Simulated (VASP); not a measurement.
The system is CdTe.

```
Cd Te
1.0
     0.00000    3.24777    3.24777
     3.24777    0.00000    3.24777
     3.24777    3.24777    0.00000
Cd Te
1 1
Direct
  0.00000 0.00000 0.00000
  0.25000 0.25000 0.25000
```

The cell was built by a generator and needn't be a form met in nature.

Program: VASP 6.6.1. Alike in all runs: task band structure; no spin polarisation; cell as given; k mesh 10 × 10 × 10; cutoff (eV) 520; smearing gaussian 0.03 eV.

Problem. Order these runs on this cell by their band gap on the k mesh, lowest first.
A. level TB-mBJ; potentials or basis VASP PAW PBE potentials, release 64 (Cd, Te)
B. level r2SCAN; potentials or basis VASP PAW PBE potentials, release 64 (Cd, Te)
C. level LDA; potentials or basis VASP PAW LDA potentials, release 64 (Cd, Te)

Solution. C (0.53 eV), B (1.25 eV), A (1.80 eV).

Caveats: spin-orbit coupling is left out, which moves the levels of the heavy elements.

